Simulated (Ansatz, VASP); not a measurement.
One calculation of CdSe, two programs

File INCAR:

```
  PREC = Accurate
  ENCUT = 520
  EDIFF = 1E-7
  ISMEAR = -1
  SIGMA = 0.05
  LREAL = F
  LASPH = T
  NELM = 80
  ALGO = Fast
  ISIF = 2
  LWAVE = F
  LCHARG = T
  GGA = PE
  LELF = T
  LVHAR = T
  NBANDS = 16
```

Contents of KPOINTS:

```
Automatic mesh
0
Gamma
  8 8 8
```

POSCAR

```
CdSe
1.0
    0.0000000000      3.0075950161      3.0075950161
    3.0075950161      0.0000000000      3.0075950161
    3.0075950161      3.0075950161      0.0000000000
Cd Se
1 1
Direct
    0.0000000000      0.0000000000      0.0000000000
    0.2500000000      0.2500000000      0.2500000000
```

File input.yaml:

```yaml
crystal:
  lattice:
    - [0.0, 3.0075950161, 3.0075950161]
    - [3.0075950161, 0.0, 3.0075950161]
    - [3.0075950161, 3.0075950161, 0.0]
  atoms:
    - { symbol: Cd, position: [0.0, 0.0, 0.0] }
    - { symbol: Se, position: [0.25, 0.25, 0.25] }
kpoints:
  mp_grid: { grid: [8, 8, 8] }
scf:
  occupations: { method: fermi_dirac, width: 0.05 }
hamiltonian:
  xc: pbe
  pseudopotentials: { kind: all_electron, lapw: { basis_error: 0.0005 } }
output:
  forces: true
  stress: true
  eigenvalues: true
```

Change from the starting cell: volume scaled by 0.94.

Alike in both runs: task single point; functional PBE; k mesh 8 × 8 × 8; occupations fermi-dirac, width 0.05 eV; no spin polarisation.

```csv
,VASP,Ansatz
version,VASP 6.6.1,Ansatz 0.2.0
potentials or method,"VASP PAW PBE potentials, release 64 (Cd, Se)","all-electron LAPW, scalar-relativistic"
plane-wave cutoff (eV),520,see its input
```

```csv
,VASP,Ansatz,Ansatz less VASP
gap on the k mesh at the Fermi level (eV),0.68,0.68,-0.002
least direct gap on the mesh (eV),0.68,0.68,-0.002
pressure (GPa),5.3,4.9,-0.35
```

Ansatz ran all-electron here, so the differences hold the error of VASP's frozen core and of both bases.
